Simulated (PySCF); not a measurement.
Runs of PySCF 2.14.0 on Al. It takes space group Fm-3m (No. 225, cubic). Conventional cell: a = 4.050 Å, b = 4.050 Å, c = 4.050 Å, α = 90.00°, β = 90.00°, γ = 90.00°. Al (site symmetry m-3m) has 12 Al at 2.86 Å as nearest neighbours. 

```csv
task,level,k mesh,symmetry,band path,conv_tol,max_cycle,gaussian width of the DOS,gap on the mesh (eV),V0 of scaled cells (Å³/atom),B0 (GPa)
band structure,r2SCAN,10 × 10 × 10,yes,"GXWKGLUWLK,UX",1e-07 Ha,60,-,none,-,-
equation of state,PBEsol,10 × 10 × 10,yes,-,-,-,-,-,(b),73
equation of state,PBEsol,12 × 12 × 12,yes,-,-,-,-,-,16.46,80
equation of state,PBEsol,8 × 8 × 8,no,-,-,-,-,-,16.44,81
band structure,PBEsol,8 × 8 × 8,no,"GXWKGLUWLK,UX",1e-07 Ha,60,-,none,-,-
density of states,PBEsol,12 × 12 × 12,yes,-,1e-07 Ha,60,0.15 eV,none,-,-
equation of state,LDA,8 × 8 × 8,no,-,-,-,-,-,(a),80
band structure,LDA,8 × 8 × 8,no,"GXWKGLUWLK,UX",1e-07 Ha,60,-,none,-,-
band structure,r2SCAN,8 × 8 × 8,no,"GXWKGLUWLK,UX",1e-07 Ha,60,-,none,-,-
```

Alike in all rows: potentials or basis DZVP-MOLOPT-SR/GTH-PBE (potentials made for PBE); no spin polarisation; cell as given; smearing fermi-dirac 0.05 eV.

Question: Estimate the missing entries.

Answer: (a) 16.50; (b) 16.38.

Caveats: the potentials were made for another functional, which shifts forces and pressure; the basis of atomic orbitals isn't converged, which shifts pressures, moduli and gaps.

A gap of «none» marks a metal or a gap under the smearing width.
